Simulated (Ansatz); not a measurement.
## Abstraction of H: SiH2(CH3)(TeH) + CF3 → SiH2(CH3)Te + CHF3

Species: SiH2(CH3)(TeH), singlet; CF3 (trifluoromethyl radical) `F[C](F)F`, doublet; SiH2(CH3)Te, doublet; CHF3 (trifluoromethane) `FC(F)F`, singlet. A radical takes H: the energy is the difference in strength between the Te–H bond broken and the C–H bond made.

Shapes, held fixed at every level: PBE0-D4/def2-TZVP. Flexible molecules stand in one conformer, not always the lowest. Programs: Ansatz 0.2.0. The zero-point and thermal change to 298 K, harmonic and unscaled (PBE0-D4/def2-TZVP), is +13.6 kJ/mol.

(1) Estimate ΔH(298 K) of this reaction.

Results:

(1) The highest level, CCSD(T)/def2-TZVPP, gives ΔH(298 K) = -151.8 kJ/mol; the levels span -159.9 to -132.3. The column of differences is taken from that level and isn't an error. No measured value is set beside it here. Open shells run unrestricted. For atoms past krypton def2 sets carry core potentials with scalar relativity. Outer-core shells of Te are correlated in most correlated rows, in sets that cover them unevenly.

```json
{"level": "MP2/def2-SVP", "kind": "perturbation theory", "ΔH(298 K) (kJ/mol)": "-158.2", "less CCSD(T)/def2-TZVPP": "-6.4"}
{"level": "HF/def2-SVP", "kind": "Hartree–Fock", "ΔH(298 K) (kJ/mol)": "-159.9", "less CCSD(T)/def2-TZVPP": "-8.1"}
{"level": "HF/def2-TZVPP", "kind": "Hartree–Fock", "ΔH(298 K) (kJ/mol)": "-153.5", "less CCSD(T)/def2-TZVPP": "-1.7"}
{"level": "PBE-D4/def2-TZVPP", "kind": "GGA", "ΔH(298 K) (kJ/mol)": "-132.3", "less CCSD(T)/def2-TZVPP": "+19.5"}
{"level": "PBE0-D4/def2-TZVPP", "kind": "global hybrid", "ΔH(298 K) (kJ/mol)": "-140.4", "less CCSD(T)/def2-TZVPP": "+11.4"}
{"level": "r2SCAN0-D4/def2-TZVPP", "kind": "global hybrid", "ΔH(298 K) (kJ/mol)": "-139.4", "less CCSD(T)/def2-TZVPP": "+12.4"}
{"level": "B2PLYP/def2-TZVPP", "kind": "double hybrid", "ΔH(298 K) (kJ/mol)": "-147.8", "less CCSD(T)/def2-TZVPP": "+4.0"}
{"level": "CCSD(T)/def2-TZVPP", "kind": "coupled cluster or CI", "ΔH(298 K) (kJ/mol)": "-151.8", "less CCSD(T)/def2-TZVPP": "0.0"}
```
